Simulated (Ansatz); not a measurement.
# TiCo (Pm-3m) in Ansatz: a series of runs

Runs on TiCo. Level: r2SCAN. Tasks: single point, equation of state.

Everything below comes from runs of Ansatz 0.2.0. Logs are shortened: lines on timing, memory, paths and dates and some standing lists are left out, and cuts for length are marked.

## 1. Starting point

The structure is cubic, space group Pm-3m (No. 221). The conventional cell has a = 2.986 Å, b = 2.986 Å, c = 2.986 Å, α = 90.00°, β = 90.00°, γ = 90.00°. Co (site symmetry m-3m) is surrounded by 8 Ti at 2.59 Å. Around Ti (site symmetry m-3m) lie 8 Co at 2.59 Å.

The cell comes from a database or a generator and needn't be the stable form of this composition.

## 2. Single point, r2SCAN, collinear spin, ferromagnetic start, 12.51 Å³/atom (volume scaled by 0.94)

input.yaml

```yaml
crystal:
  lattice:
    - [2.9251528449, 0.0, 0.0]
    - [0.0, 2.9251528449, 0.0]
    - [0.0, 0.0, 2.9251528449]
  atoms:
    - { symbol: Co, position: [0.5, 0.5, 0.5], spin: 2.0 }
    - { symbol: Ti, position: [0.0, 0.0, 0.0], spin: 1.0 }
hamiltonian:
  xc: r2scan
  pseudopotentials: { kind: paw }
magnetization:
  spin_polarized: true
kpoints:
  mp_grid: { grid: [9, 9, 9] }
scf:
  occupations: { method: fermi_dirac, width: 0.05 }
output:
  forces: true
  stress: true
  eigenvalues: true
```

Potentials or basis: Ansatz PAW.

Run with:

```bash
ansatz run input.yaml --threads 2 --pin off --max-ram 5632MiB --backend cpu --events-out ev --progress --plain --runs-dir out
```

What it wrote:

```text
Warning: RAYON_NUM_THREADS=2 ignored (pool sized by the plan → 2); use --threads N
Engine: ansatz 0.2.0, aarch64-unknown-linux-gnu
Pseudopotentials: kind: paw
Pseudopotential: Co, paw, valence charge 17, recommended cutoff 500 eV (meta_gga), Co.paw.azcp
Pseudopotential: Ti, paw, valence charge 12, recommended cutoff 500 eV (meta_gga), Ti.paw.azcp
Functional definition: r2SCAN
  parameter k0 = 0.174
  parameter k1 = 0.065
  parameter a1 = 4.9479
  exchange = r2scan_x(k0 = k0, k1 = k1, a1 = a1)
  correlation = r2scan_c
Crystal: 2 atoms, lattice volume = 25.029 Å³
Basis set: ecut = 500 eV, 619 PW (Γ), exchange–correlation on 96×96×96 points (64 copies of the dense FFT grid, shifted against one another)
Bands: 20, of which v1, the nominal top of the filled ones, is band 15 counted from 1 (14 counted from 0)
Symmetry: 48 space group operations
Space group: Pm-3m (ITA 221), of the structure as read, at distance tolerance 2.9e-5 Å
Magnetic group: BNS 221.92 (UNI 1594), of the structure as read, at distance tolerance 2.9e-5 Å
k-points: 35 of 729
Non-local potential: Co, projectors of the file, l = 0: 3, l = 1: 2, l = 2: 3, l = 3: 1
Non-local potential: Ti, projectors of the file, l = 0: 3, l = 1: 2, l = 2: 3, l = 3: 1
PAW form: soft (Blöchl's): semilocal exchange-correlation on the pseudo side does not see the compensation charge
PAW frozen core: Co, regenerated for the run's functional (the file was generated under x = pbe(κ = 0.804, μ = 0.2195149727645171), c = pbe(β = 0.06672455060314922))
PAW frozen core: Ti, regenerated for the run's functional (the file was generated under x = pbe(κ = 0.804, μ = 0.2195149727645171), c = pbe(β = 0.06672455060314922))
PAW one-centre angular grid: Co, 590 points (default); XC on 160 Gauss nodes
PAW one-centre angular grid: Ti, 590 points (default); XC on 160 Gauss nodes
Initial density: superposition of atomic densities (chi_scale 0.1, normalization cell)
Starting moments: Σ|m| = 3 μB on 2 of 2 sites
Initial wavefunctions: pseudopotential atomic-orbital guess
Functional: x = r2scan, c = r2scan; τ floored in thin density (d = 2e-4 eV/Å³)
SCF iter   1: F=—  HF=-7635.419335 eV  |F-HF|=—  |Δ(HF+E_count)|=         —  Δρ=8.42e-2 (↑8.42e-2 ↓4.15e-2)  dr2=1.74e0  dr2_τ=3.24e-2  dr2_m=5.00e-1  M=1.653 μB ∫|m|=1.767 μB  β_m=0.67  ethr=3.10e-3  ⟨swp⟩=4.1  Hψ=5297  notcnv=0
Mixer restart at iter 1: flushing history
preconditioner: auto → none  [metal: Δε(μ)=0.014 eV  Ē_g=6.259 eV  σ=0.050 eV  W_gap=0.07  n_scr=6 (ndim 8)  ℏωp=26.8 eV  f_vac=0.000  D(μ)=2.13/eV (n_scr^D=26)  sad-step TF]
SCF iter   2: F=—  HF=-7635.304387 eV  |F-HF|=—  |Δ(HF+E_count)|=   1.15e-1  Δρ=4.27e-2 (↑4.27e-2 ↓3.05e-2)  dr2=8.59e-1  dr2_τ=7.88e-3  dr2_m=1.43e-1  M=1.353 μB ∫|m|=1.645 μB  β_m=0.93  ethr=3.10e-3  ⟨swp⟩=2.6  Hψ=2646  notcnv=0  defer=39  κ⁻¹=1.0e0(r=1)
SCF iter   3: F=—  HF=-7635.787996 eV  |F-HF|=—  |Δ(HF+E_count)|=   4.84e-1  Δρ=2.07e-2 (↑2.07e-2 ↓1.53e-2)  dr2=9.38e-2  dr2_τ=3.12e-3  dr2_m=2.89e-2  M=1.048 μB ∫|m|=1.650 μB  β_m=1.00  ethr=2.96e-3  ⟨swp⟩=2.7  Hψ=2310  notcnv=0  defer=39  κ⁻¹=7.5e-1(r=2)
SCF iter   4: F=—  HF=-7636.442114 eV  |F-HF|=—  |Δ(HF+E_count)|=         —  Δρ=1.12e-2 (↑1.12e-2 ↓9.41e-3)  dr2=2.04e-2  dr2_τ=7.83e-4  dr2_m=8.29e-3  M=0.890 μB ∫|m|=1.795 μB  β_m=1.00  ethr=3.23e-4  ⟨swp⟩=2.4  Hψ=2722  notcnv=0  defer=39
Mixer restart at iter 4: flushing history
SCF iter   5: F=—  HF=-7636.555034 eV  |F-HF|=—  |Δ(HF+E_count)|=   1.13e-1  Δρ=6.46e-3 (↑5.72e-3 ↓6.46e-3)  dr2=8.51e-3  dr2_τ=3.04e-4  dr2_m=8.43e-4  M=0.867 μB ∫|m|=1.812 μB  β_m=1.00  ethr=7.04e-5  ⟨swp⟩=2.0  Hψ=2200  notcnv=0  defer=39  κ⁻¹=1.0e0(r=1)
SCF iter   6: F=—  HF=-7636.640149 eV  |F-HF|=—  |Δ(HF+E_count)|=   8.51e-2  Δρ=4.80e-3 (↑3.22e-3 ↓4.80e-3)  dr2=5.71e-3  dr2_τ=8.75e-5  dr2_m=5.02e-4  M=0.858 μB ∫|m|=1.797 μB  β_m=1.00  ethr=2.93e-5  ⟨swp⟩=2.2  Hψ=2685  notcnv=0  defer=39  κ⁻¹=1.8e-1(r=2)
SCF iter   7: F=—  HF=-7636.667021 eV  |F-HF|=—  |Δ(HF+E_count)|=   2.69e-2  Δρ=3.59e-3 (↑2.31e-3 ↓3.59e-3)  dr2=2.46e-3  dr2_τ=5.87e-5  dr2_m=5.77e-4  M=0.857 μB ∫|m|=1.777 μB  β_m=1.00  ethr=1.97e-5  ⟨swp⟩=2.2  Hψ=2242  notcnv=0  defer=37  κ⁻¹=3.8e-2(r=3)
SCF iter   8: F=—  HF=-7636.697848 eV  |F-HF|=—  |Δ(HF+E_count)|=   3.08e-2  Δρ=1.36e-3 (↑4.84e-4 ↓1.36e-3)  dr2=4.51e-4  dr2_τ=2.98e-6  dr2_m=1.10e-4  M=0.863 μB ∫|m|=1.707 μB  β_m=1.00  ethr=8.48e-6  ⟨swp⟩=2.0  Hψ=2819  notcnv=0  defer=37  κ⁻¹=2.3e-3(r=4)
SCF iter   9: F=—  HF=-7636.698960 eV  |F-HF|=—  |Δ(HF+E_count)|=   1.11e-3  Δρ=6.71e-4 (↑2.87e-4 ↓6.71e-4)  dr2=1.47e-4  dr2_τ=1.07e-6  dr2_m=2.08e-5  M=0.864 μB ∫|m|=1.692 μB  β_m=1.00  ethr=1.56e-6  ⟨swp⟩=2.2  Hψ=1995  notcnv=0  defer=35  κ⁻¹=1.9e-3(r=5)
SCF iter  10: F=—  HF=-7636.699360 eV  |F-HF|=—  |Δ(HF+E_count)|=   4.00e-4  Δρ=1.75e-4 (↑1.38e-4 ↓1.75e-4)  dr2=1.67e-5  dr2_τ=2.30e-7  dr2_m=1.53e-6  M=0.864 μB ∫|m|=1.682 μB  β_m=1.00  ethr=5.06e-7  ⟨swp⟩=2.0  Hψ=2387  notcnv=0  defer=35  κ⁻¹=1.1e-4(r=6)
SCF iter  11: F=—  HF=-7636.699513 eV  |F-HF|=—  |Δ(HF+E_count)|=   1.53e-4  Δρ=8.03e-5 (↑4.03e-5 ↓8.03e-5)  dr2=1.61e-6  dr2_τ=1.95e-8  dr2_m=5.36e-7  M=0.863 μB ∫|m|=1.683 μB  β_m=1.00  ethr=5.77e-8  ⟨swp⟩=2.0  Hψ=2434  notcnv=0  defer=35  κ⁻¹=2.8e-5(r=7)
SCF iter  12: F=—  HF=-7636.699546 eV  |F-HF|=—  |Δ(HF+E_count)|=   3.25e-5  Δρ=5.94e-5 (↑4.59e-5 ↓5.94e-5)  dr2=2.39e-7  dr2_τ=6.09e-9  dr2_m=5.89e-7  M=0.863 μB ∫|m|=1.681 μB  β_m=1.00  ethr=5.55e-9  ⟨swp⟩=2.3  Hψ=2456  notcnv=0  defer=35  κ⁻¹=5.9e-6(r=8)
SCF iter  13: F=—  HF=-7636.699547 eV  |F-HF|=—  |Δ(HF+E_count)|=   7.78e-7  Δρ=4.05e-5 (↑3.48e-5 ↓4.05e-5)  dr2=1.18e-7  dr2_τ=2.01e-9  dr2_m=2.94e-7  M=0.863 μB ∫|m|=1.680 μB  β_m=1.00  ethr=8.24e-10  ⟨swp⟩=2.2  Hψ=2255  notcnv=0  defer=35  κ⁻¹=2.4e-6(r=8)
SCF iter  14: F=—  HF=-7636.699548 eV  |F-HF|=—  |Δ(HF+E_count)|=   1.66e-6  Δρ=6.08e-6 (↑5.34e-6 ↓6.08e-6)  dr2=2.46e-8  dr2_τ=1.49e-10  dr2_m=1.75e-9  M=0.863 μB ∫|m|=1.679 μB  β_m=1.00  ethr=4.06e-10  ⟨swp⟩=2.5  Hψ=2547  notcnv=0  defer=35  κ⁻¹=5.5e-6(r=8)
SCF iter  15: F=—  HF=-7636.699549 eV  |F-HF|=—  |Δ(HF+E_count)|=   3.64e-7  Δρ=3.68e-6 (↑2.81e-6 ↓3.68e-6)  dr2=5.93e-9  dr2_τ=7.93e-11  dr2_m=4.34e-10  M=0.863 μB ∫|m|=1.678 μB  β_m=1.00  ethr=8.49e-11  ⟨swp⟩=2.0  Hψ=2434  notcnv=0  defer=35  κ⁻¹=8.5e-7(r=8)
SCF iter  16: F=—  HF=-7636.699549 eV  |F-HF|=—  |Δ(HF+E_count)|=   4.19e-8  Δρ=1.42e-6 (↑1.42e-6 ↓1.34e-6)  dr2=4.58e-10  dr2_τ=2.62e-11  dr2_m=3.29e-11  M=0.863 μB ∫|m|=1.678 μB  β_m=1.00  ethr=2.05e-11  ⟨swp⟩=2.1  Hψ=2442  notcnv=0  defer=35  κ⁻¹=4.3e-7(r=8)
SCF iter  17: F=-7636.699549 eV  HF=-7636.699549 eV  |F-HF|=1.82e-9  |Δ(HF+E_count)|=   5.60e-9  Δρ=1.14e-6 (↑1.08e-6 ↓1.14e-6)  dr2=6.81e-11  dr2_τ=9.86e-12  dr2_m=2.39e-10  M=0.863 μB ∫|m|=1.678 μB  ethr=1.58e-12  ⟨swp⟩=3.4  Hψ=4685  notcnv=0
SCF 1 converged in 17 iterations: F = -7636.699549 eV  dr2 = 6.81e-11
this state was not tested for a lower state beside it, because the mixer in use, unlike msr1, does not test its closes by its own steps (another_mixer; see scf.mixing.algorithm and scf.lower_state_search)
SCF converged after 17 iterations
Magnetization: 0.8630 μB (14.9315 up, 14.0685 down)
Absolute magnetization: 1.6783 μB (∫|ρ↑−ρ↓|, with the PAW one-centre terms)
Spin contamination: 0.2483 ħ² per cell (⟨S²⟩ above its minimum at these occupations)
Per-site moments (μB) at R_I (Å): [(1.2652327239635817, 1.0449683778747354), (-0.18361370596284457, 1.0449683778747354)]
Free energy (F): -7636.699549 eV
Harris-Foulkes:  -7636.699549 eV  (|F-HF|=1.82e-9)
Internal energy: -7636.685457 eV  (E = F + TS)
E sigma→0 (E₀):  -7636.692503 eV
Entropy (-TS):   -0.014092 eV (-7.046 meV/atom)
Fermi energy:    17.861979 eV
--- Per-component energies (eV) ---
  E_band       = -408.234850
  E_kinetic    = 733.573686
  E_local      = -3763.296192  (includes V_loc(G=0)·N_el)
  E_nonlocal   = 461.113078
  E_hartree    = 1595.897461
  E_xc         = -253.078063
  E_vxc        = -366.559466  (∫ρ·V_xc dr)
  E_paw        = -2581.128207  (= ΣΔE_a)
  E_vpaw       = -689.002082  (= ΣTr[D̂ρ^β])
  E_aug_tail   = 0.000137  (compensation charges beyond the density's cutoff)
  E_vtau       = 24.140991  (kinetic-family band-sum trace: ∫τ·v_τ [+ j·A + Jᵃ·Aᵃ] dr)
  E_ewald      = -3829.218694
  E_core_change = -0.548663  (= ΣΔE_core)
  E_smearing   = -0.014092  (= −TS)
  E_closure    = -0.000000  (closes the sum)
  Σ components = -7636.699549   (vs F -7636.699549, Δ=0.00e0)
--- Forces (eV/Å), atoms counted from 1 ---
  atom   1  Co     0.00000000     0.00000000     0.00000000
  atom   2  Ti    -0.00000000    -0.00000000    -0.00000000
  max |Σ_I F_I| component: 6.30e-29 eV/Å
--- Stress (GPa, compression-positive) ---
       11.614979      -0.000000       0.000000
        0.000000      11.614979       0.000000
        0.000000       0.000000      11.614979
  P = ⅓ Tr σ = 11.6150 GPa (116.150 kbar)
--- Band table (eV; the first three rows and the last of 70) ---
  k-point 0 ↑: bands = ["-82.0456", "-43.8502", "-43.8502", "-43.8502", "-41.4164", "-16.4425", "-16.4425", "-16.4425", "9.5936", "12.8573", "12.8573", "15.4512", "15.4512", "15.4512", "18.4307", "18.4307", "20.9584", "20.9584", "20.9584", "27.5596"]
  k-point 1 ↑: bands = ["-82.0454", "-43.8551", "-43.8498", "-43.8498", "-41.4098", "-16.4878", "-16.4394", "-16.4394", "9.8606", "12.9508", "12.9750", "15.4294", "15.4294", "15.4893", "18.3287", "18.4679", "20.6002", "20.6002", "20.9094", "26.4247"]
  k-point 2 ↑: bands = ["-82.0448", "-43.8677", "-43.8490", "-43.8490", "-41.3933", "-16.6012", "-16.4314", "-16.4314", "10.6218", "13.2078", "13.2747", "15.3789", "15.3789", "15.5889", "18.0477", "18.4465", "19.8512", "19.8512", "20.7820", "24.4160"]
  k-point 34 ↓: bands = ["-79.9589", "-41.8476", "-41.8472", "-41.8472", "-41.5037", "-16.9281", "-16.9279", "-16.9279", "14.8966", "15.0767", "15.0767", "15.3495", "15.4202", "15.4202", "18.8297", "18.8297", "21.2447", "21.2447", "25.3875", "26.3915"]
```

Wall time 6.3 s (2 threads of Arm Neoverse V2, shared host); peak memory 0.39 GiB.

What came out:

```yaml
Free_energy: -7636.6995 eV
Pressure: 11.6 GPa
Band_gap_on_the_k_mesh: none (metal or under the smearing width)
Net_moment: 0.86 μB per cell
Absolute_moment: 1.68 μB per cell
Site_moments: Co +1.27; Ti -0.18 μB
```

Caveat: the magnetic or orbital state may not be the lowest; the PAW data sets come from PBE, with cores solved anew for the run's functional, which leaves a small shift of forces and pressure; the starting moments weren't kept.

## 3. Single point, r2SCAN, collinear spin, ferromagnetic start, 12.78 Å³/atom (volume scaled by 0.96)

input.yaml: that of step 2 with these lines changed.

```diff
@@ -2,5 +2,5 @@
   lattice:
-    - [2.9251528449, 0.0, 0.0]
-    - [0.0, 2.9251528449, 0.0]
-    - [0.0, 0.0, 2.9251528449]
+    - [2.9457531915, 0.0, 0.0]
+    - [0.0, 2.9457531915, 0.0]
+    - [0.0, 0.0, 2.9457531915]
   atoms:
```

Potentials or basis: Ansatz PAW.

Run with:

```bash
ansatz run input.yaml --threads 2 --pin off --max-ram 5632MiB --backend cpu --events-out ev --progress --plain --runs-dir out
```

Run time: 6.1 s. Hardware: 2 threads of Arm Neoverse V2, shared host; peak memory 0.39 GiB.

It converged, with:

- Free energy: -7636.7312 eV
- Pressure: 7.5 GPa
- Band gap on the k mesh: none (metal or under the smearing width)
- Net moment: 0.86 μB per cell
- Absolute moment: 1.77 μB per cell
- Site moments: Co +1.31; Ti -0.21 μB

Caveat: the magnetic or orbital state may not be the lowest; the PAW data sets come from PBE, with cores solved anew for the run's functional, which leaves a small shift of forces and pressure; the starting moments weren't kept.

## 4. Single point, r2SCAN, collinear spin, ferromagnetic start, 13.05 Å³/atom (volume scaled by 0.98)

input.yaml: that of step 3 with these lines changed.

```diff
@@ -2,5 +2,5 @@
   lattice:
-    - [2.9457531915, 0.0, 0.0]
-    - [0.0, 2.9457531915, 0.0]
-    - [0.0, 0.0, 2.9457531915]
+    - [2.9660693728, 0.0, 0.0]
+    - [0.0, 2.9660693728, 0.0]
+    - [0.0, 0.0, 2.9660693728]
   atoms:
```

Run with:

```bash
ansatz run input.yaml --threads 2 --pin off --max-ram 5632MiB --backend cpu --events-out ev --progress --plain --runs-dir out
```

It took 5.9 s on 2 threads of Arm Neoverse V2, shared host; peak memory 0.38 GiB.

The run converged. Its results:

- Free energy: -7636.7496 eV
- Pressure: 3.7 GPa
- Band gap on the k mesh: none (metal or under the smearing width)
- Net moment: 0.87 μB per cell
- Absolute moment: 1.85 μB per cell
- Site moments: Co +1.35; Ti -0.24 μB

Caveat: the magnetic or orbital state may not be the lowest; the PAW data sets come from PBE, with cores solved anew for the run's functional, which leaves a small shift of forces and pressure; the starting moments weren't kept.

## 5. Single point, r2SCAN, collinear spin, ferromagnetic start, 13.31 Å³/atom

input.yaml: that of step 4 with these lines changed.

```diff
@@ -2,5 +2,5 @@
   lattice:
-    - [2.9660693728, 0.0, 0.0]
-    - [0.0, 2.9660693728, 0.0]
-    - [0.0, 0.0, 2.9660693728]
+    - [2.98611099, 0.0, 0.0]
+    - [0.0, 2.98611099, 0.0]
+    - [0.0, 0.0, 2.98611099]
   atoms:
@@ -21 +21,5 @@
   eigenvalues: true
+  write_density: true
+  write_potential: true
+  elf: true
+  volumetric_format: npy
```

Run with:

```bash
ansatz run input.yaml --threads 2 --pin off --max-ram 5632MiB --backend cpu --events-out ev --progress --plain --runs-dir out
```

Run time: 6.6 s. Hardware: 2 threads of Arm Neoverse V2, shared host; peak memory 0.39 GiB.

The run converged. Its results:

```
Free energy            : -7636.7564 eV
Pressure               : 0.4 GPa
Band gap on the k mesh : none (metal or under the smearing width)
Net moment             : 0.87 μB per cell
Absolute moment        : 1.94 μB per cell
Site moments           : Co +1.40; Ti -0.27 μB
```

Caveat: the magnetic or orbital state may not be the lowest; the PAW data sets come from PBE, with cores solved anew for the run's functional, which leaves a small shift of forces and pressure; the starting moments weren't kept.

## 6. Single point, r2SCAN, collinear spin, ferromagnetic start, 13.58 Å³/atom (volume scaled by 1.02)

input.yaml: that of step 5 with these lines changed.

```diff
@@ -2,5 +2,5 @@
   lattice:
-    - [2.98611099, 0.0, 0.0]
-    - [0.0, 2.98611099, 0.0]
-    - [0.0, 0.0, 2.98611099]
+    - [3.0058871358, 0.0, 0.0]
+    - [0.0, 3.0058871358, 0.0]
+    - [0.0, 0.0, 3.0058871358]
   atoms:
@@ -21,5 +21 @@
   eigenvalues: true
-  write_density: true
-  write_potential: true
-  elf: true
-  volumetric_format: npy
```

Potentials or basis: Ansatz PAW.

Run with:

```bash
ansatz run input.yaml --threads 2 --pin off --max-ram 5632MiB --backend cpu --events-out ev --progress --plain --runs-dir out
```

It took 5.9 s on 2 threads of Arm Neoverse V2, shared host; peak memory 0.39 GiB.

The run converged. Its results:

```yaml
Free_energy: -7636.7526 eV
Pressure: -2.6 GPa
Band_gap_on_the_k_mesh: none (metal or under the smearing width)
Net_moment: 0.87 μB per cell
Absolute_moment: 2.03 μB per cell
Site_moments: Co +1.44; Ti -0.30 μB
```

Caveat: the magnetic or orbital state may not be the lowest; the PAW data sets come from PBE, with cores solved anew for the run's functional, which leaves a small shift of forces and pressure; the starting moments weren't kept.

## 7. Single point, r2SCAN, collinear spin, ferromagnetic start, 13.85 Å³/atom (volume scaled by 1.04)

input.yaml: that of step 6 with these lines changed.

```diff
@@ -2,5 +2,5 @@
   lattice:
-    - [3.0058871358, 0.0, 0.0]
-    - [0.0, 3.0058871358, 0.0]
-    - [0.0, 0.0, 3.0058871358]
+    - [3.0254064304, 0.0, 0.0]
+    - [0.0, 3.0254064304, 0.0]
+    - [0.0, 0.0, 3.0254064304]
   atoms:
```

Run with:

```bash
ansatz run input.yaml --threads 2 --pin off --max-ram 5632MiB --backend cpu --events-out ev --progress --plain --runs-dir out
```

Wall time 5.9 s (2 threads of Arm Neoverse V2, shared host); peak memory 0.39 GiB.

The run converged. Its results:

| Quantity | Value |
| --- | --- |
| Free energy | -7636.7393 eV |
| Pressure | -5.4 GPa |
| Band gap on the k mesh | none (metal or under the smearing width) |
| Net moment | 0.87 μB per cell |
| Absolute moment | 2.11 μB per cell |
| Site moments | Co +1.48; Ti -0.33 μB |

Caveat: the magnetic or orbital state may not be the lowest; the PAW data sets come from PBE, with cores solved anew for the run's functional, which leaves a small shift of forces and pressure; the starting moments weren't kept.

## 8. Single point, r2SCAN, collinear spin, ferromagnetic start, 14.11 Å³/atom (volume scaled by 1.06)

input.yaml: that of step 7 with these lines changed.

```diff
@@ -2,5 +2,5 @@
   lattice:
-    - [3.0254064304, 0.0, 0.0]
-    - [0.0, 3.0254064304, 0.0]
-    - [0.0, 0.0, 3.0254064304]
+    - [3.0446770546, 0.0, 0.0]
+    - [0.0, 3.0446770546, 0.0]
+    - [0.0, 0.0, 3.0446770546]
   atoms:
```

Run with:

```bash
ansatz run input.yaml --threads 2 --pin off --max-ram 5632MiB --backend cpu --events-out ev --progress --plain --runs-dir out
```

Run time: 6 s. Hardware: 2 threads of Arm Neoverse V2, shared host; peak memory 0.39 GiB.

It converged, with:

```yaml
Free_energy: -7636.7173 eV
Pressure: -7.9 GPa
Band_gap_on_the_k_mesh: none (metal or under the smearing width)
Net_moment: 0.87 μB per cell
Absolute_moment: 2.18 μB per cell
Site_moments: Co +1.52; Ti -0.36 μB
```

Caveat: the magnetic or orbital state may not be the lowest; the PAW data sets come from PBE, with cores solved anew for the run's functional, which leaves a small shift of forces and pressure; the starting moments weren't kept.

## 9. Equation of state, r2SCAN, collinear spin, ferromagnetic start

Potentials or basis: Ansatz PAW.

This step only gathers the single runs of the series.

What came out:

| Item | Value |
| --- | --- |
| Equilibrium volume | 13.35 Å³/atom |
| Bulk modulus | 157 GPa |
| Pressure derivative of the bulk modulus | 4.2 |

Energy against volume, from the lowest point:
| volume (Å³/atom) | energy (meV/atom) |
| --- | --- |
| 12.515 | 28.40 |
| 12.781 | 12.60 |
| 13.047 | 3.37 |
| 13.313 | 0.00 |
| 13.580 | 1.86 |
| 13.846 | 8.52 |
| 14.112 | 19.53 |

Caveat: the magnetic or orbital state may not be the lowest; the PAW data sets were made with another functional, which shifts forces and pressure a little.
